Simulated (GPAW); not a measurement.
Crystal: Cu.

```xyz
1
Lattice="0.0000 1.8075 1.8075 1.8075 0.0000 1.8075 1.8075 1.8075 0.0000" Properties=species:S:1:pos:R:3 pbc="T T T"
Cu    0.0000    0.0000    0.0000
```

- Program: GPAW 26.7.0
- Task: relaxation of cell and atoms
- Functional: PBEsol
- Dispersion: D3(BJ)+ATM
- Potentials or basis: PAW data sets generated in the run's folder for this functional
- Cutoff: 600 eV
- Basis: pw
- k mesh: 13 × 13 × 13
- Occupations: fermi-dirac, width 0.05 eV
- Spin: no spin polarisation

At the start: pressure -10.0 GPa; volume 11.81 Å³/atom.

Task: Where does the relaxation end?

Result: Over 4 steps the energy falls by 23.3 meV/atom and the volume is 11.08 Å³/atom (-6.2 %); space group Fm-3m (No. 225, to 0.05 Å).

The path:
```tsv
step	energy change (eV)	largest force (eV/Å)	pressure (GPa)	volume (Å³)
1	0.0000	0.0000	-10.00	11.81
2	-0.0174	0.0000	-5.48	11.44
3	-0.0232	0.0000	0.63	11.04
4	-0.0233	0.0000	-0.03	11.08
```

Final structure:
```xyz
1
Lattice="0.0000 1.7695 1.7695 1.7695 0.0000 1.7695 1.7695 1.7695 0.0000" Properties=species:S:1:pos:R:3 pbc="T T T"
Cu    0.0000    0.0000    0.0000
```

Caveat: with this Cu data set, volumes or pressures lay over 1.5 % or 2 GPa off other programs in two to four cells of ten; later steps reuse the first step's grids; pairwise dispersion overbinds metals, which lowers pressure and volume.
